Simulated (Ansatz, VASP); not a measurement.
## One calculation of Mo, two programs

```
Mo
1.0
     0.00000    2.84329    2.84329
     2.84329    0.00000    2.84329
     2.84329    2.84329    0.00000
Mo
2
Direct
  0.00000 0.00000 0.00000
  0.25000 0.25000 0.25000
```

Alike in both runs: functional PBE; k mesh 12 × 12 × 12; occupations gaussian, width 0.1 eV; no spin polarisation.

Ansatz relaxed the structure, and its values are those at the end. VASP's run is a single point on that final structure, the one shown.

|  | VASP | Ansatz |
| --- | --- | --- |
| version | VASP 6.6.1 | Ansatz 0.2.0 |
| potentials or method | VASP PAW PBE potentials, release 64 (Mo_sv) | scalar-relativistic, plane waves, PAW |
| plane-wave cutoff (eV) | 520 | 420 |
| valence electrons in the cell | 28 | 28 |

|  | VASP | Ansatz | Ansatz less VASP |
| --- | --- | --- | --- |
| gap on the k mesh at the Fermi level (eV) | none | none | - |
| pressure (GPa) | 0.4 | 0.0 | -0.40 |

A gap of «none» marks a metal or a gap that the smearing closes. With one functional, cell and mesh, what is left measures potentials, basis and numerics.
